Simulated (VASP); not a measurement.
Write the native input for VASP 6.6.1 that does the following.

```
Task                   : relaxation of cell and atoms
Functional             : PBE
Dispersion             : D3(BJ)
Potentials or basis    : VASP PAW PBE potentials, release 64 (Si, C)
Cutoff                 : 600 eV
k mesh                 : 12 × 12 × 3
Occupations            : gaussian, width 0.03 eV
Spin                   : no spin polarisation
Further INCAR settings : ALGO = Normal; EDIFF = 1e-07; IBRION = 2; EDIFFG = -0.005; NSW = 90; ISIF = 3
```

The structure of SiC lies in POSCAR:

```
SiC                                     
1.0
    3.0712188384     -0.0000000000      0.0000000000
   -1.5356094142      2.6597535365      0.0000000000
    0.0000000000      0.0000000000     10.0543809996
  Si              C             
     4     4
Direct
     0.6666666699999979    0.3333333300000021    0.9378305575723400
     0.3333333300000021    0.6666666699999979    0.4378305575723400
     0.0000000000000000    0.0000000000000000    0.6878970924850483
     0.0000000000000000    0.0000000000000000    0.1878970924850483
     0.6666666699999979    0.3333333300000021    0.7498154386637399
     0.3333333300000021    0.6666666699999979    0.2498154386637398
     1.0000000000000000    0.0000000000000000    0.5004559112788792
     0.0000000000000000    0.0000000000000000    0.0004559112788792
```

The cell is a database's computed one.

These files were run (other wordings do the same):

INCAR

```
SYSTEM = SiC
  PREC = Accurate
  ENCUT = 600
  EDIFF = 1E-7
  ISMEAR = 0
  SIGMA = 0.03
  LREAL = .False.
  LASPH = .True.
  NELM = 80
  ALGO = Normal
  ISIF = 3
  LWAVE = .False.
  LCHARG = .False.
  GGA = PE
  IVDW = 12
  IBRION = 2
  NSW = 90
  EDIFFG = -0.005
  KPAR = 2
```

KPOINTS

```
regular mesh
0
Gamma
  12 12 3
  0 0 0
```

Potentials or basis: VASP PAW PBE potentials, release 64 (Si, C).

Command:

```sh
$ cat potpaw_PBE.64/Si/POTCAR potpaw_PBE.64/C/POTCAR > POTCAR
$ mpirun -np 2 vasp_std > vasp.out
```

It gave:

```yaml
Pressure_after_relaxing: 0.0 GPa
Band_gap_on_the_k_mesh: 2.23 eV, indirect (least direct gap 3.35 eV)
Dispersion_energy_per_atom: -0.303 eV
```

Caveat: the relaxation stopped at its first step, so nothing moved; an odd mesh through Γ misses points on the zone boundary, where band edges often lie.

Wall time 20 s on 2 MPI ranks on Intel(R) Xeon(R) 6975P-C (Granite Rapids), on a shared host, peak memory 0.25 GiB a rank.
